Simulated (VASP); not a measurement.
A run of VASP 6.6.1 is set up as follows.

INCAR

```
ALGO = Normal
EDIFF = 1E-6
ENCUT = 520
ISIF = 2
ISMEAR = 0
LASPH = T
LCHARG = F
LREAL = F
LWAVE = F
NBANDS = 11
NELM = 100
PREC = Accurate
SIGMA = 0.1
```

KPOINTS

```
k-points
0
Gamma
  16 16 16
```

The input POSCAR:

```
Hf
1.0
   -1.7723126184      1.7723126184      1.7723126184
    1.7723126184     -1.7723126184      1.7723126184
    1.7723126184      1.7723126184     -1.7723126184
Hf
1
Direct
    0.0000000000      0.0000000000      0.0000000000
```

Potentials or basis: VASP PAW LDA potentials, release 64 (Hf_pv).

Launch:

```console
$ cat potpaw_LDA.64/Hf_pv/POTCAR > POTCAR
$ mpirun -np 1 vasp_std > vasp.out
```

Q: Predict the band gap on the k mesh.

A: None (metal or under the smearing width).

Q: What does it give for the pressure?

A: -8.5 GPa.

The run has no spin-orbit coupling, so splittings on Hf are missing.
